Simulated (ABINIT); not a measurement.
Input of an ABINIT 10.8.3 (patched build) run:

Contents of run.abi:

```
ndtset 2

pp_dirpath "./"
pseudos "Mg.GGA_PBE-JTH.xml, O.GGA_PBE-JTH.xml"

acell 3*1.0 Angstrom
rprim
     0.0000000000     2.0970013927     2.0970013927
     2.0970013927     0.0000000000     2.0970013927
     2.0970013927     2.0970013927     0.0000000000
ntypat 2
znucl 12 8
natom 2
typat 1 2
xred
     0.0000000000     0.0000000000     0.0000000000
     0.5000000000     0.5000000000     0.5000000000

ecut 23.0
pawecutdg 45.0

ixc 27

occopt 3
tsmear 0.05 eV

nstep 100

iomode 3
prtwf 0
prteig 0
prtebands 0
enunit 1
prtden1 1

kptopt1 1
ngkpt1 11 11 11
nshiftk1 1
shiftk1 0.0 0.0 0.0
nband1 12
tolvrs1 1.0e-9

iscf2 -2
getden2 1
nband2 18
nbdbuf2 4
tolwfr2 1.0e-11
kptopt2 -9
ndivsm2 6
prteig2 1
prtvol2 -3
kptbounds2
     0.0000000000     0.0000000000     0.0000000000
     0.5000000000     0.0000000000     0.5000000000
     0.5000000000     0.2500000000     0.7500000000
     0.3750000000     0.3750000000     0.7500000000
     0.0000000000     0.0000000000     0.0000000000
     0.5000000000     0.5000000000     0.5000000000
     0.6250000000     0.2500000000     0.6250000000
     0.5000000000     0.2500000000     0.7500000000
     0.5000000000     0.5000000000     0.5000000000
     0.3750000000     0.3750000000     0.7500000000
```

Potentials or basis: JTH PAW PBE v2.0.

Command:

```console
$ abinit run.abi > log 2>&1
```

Problem. Estimate the band gap on the k mesh.

Solution. 5.33 eV, direct.

Problem. Estimate the band gap along the path.

Solution. 5.33 eV, direct.

Problem. What does it give for the pressure?

Solution. 9.2 GPa.

Levels at the corners of the path, in eV from the valence-band top:
```csv
point,band 6,band 7,band 8,band 9,band 10,band 11
Γ,0.00,0.00,0.00,5.33,16.34,16.34
X,-3.95,-1.31,-1.31,9.64,10.69,13.67
W,-2.86,-2.86,-1.71,12.17,12.17,12.88
K,-3.38,-2.61,-1.12,10.64,12.46,13.07
Γ,0.00,0.00,0.00,5.33,16.34,16.34
L,-4.47,-0.65,-0.65,8.46,13.19,16.96
U,-3.38,-2.61,-1.12,10.64,12.46,13.07
W,-2.86,-2.86,-1.71,12.17,12.17,12.88
L,-4.47,-0.65,-0.65,8.46,13.19,16.96
K,-3.38,-2.61,-1.12,10.64,12.46,13.07
```

Caveat: the PAW data sets were made with another functional, which shifts forces and pressure a little.

**The experiment to reproduce.**

From “Electronic structure of alkaline earth and post-transition metal oxides”, 2009, arxiv:0908.1581, for a bulk crystal of MgO: band gap 7.83 eV.

A measured gap of MgO is 7.83 eV (quoted in “Electronic structure of alkaline earth and post-transition metal oxides”, 2009, arxiv:0908.1581); the calculated 5.33 eV misses it by -2.50 eV. The value is that of HCTH407, without temperature or zero-point motion. The cell is a database's relaxed one, not the measured one, which moves gaps too.
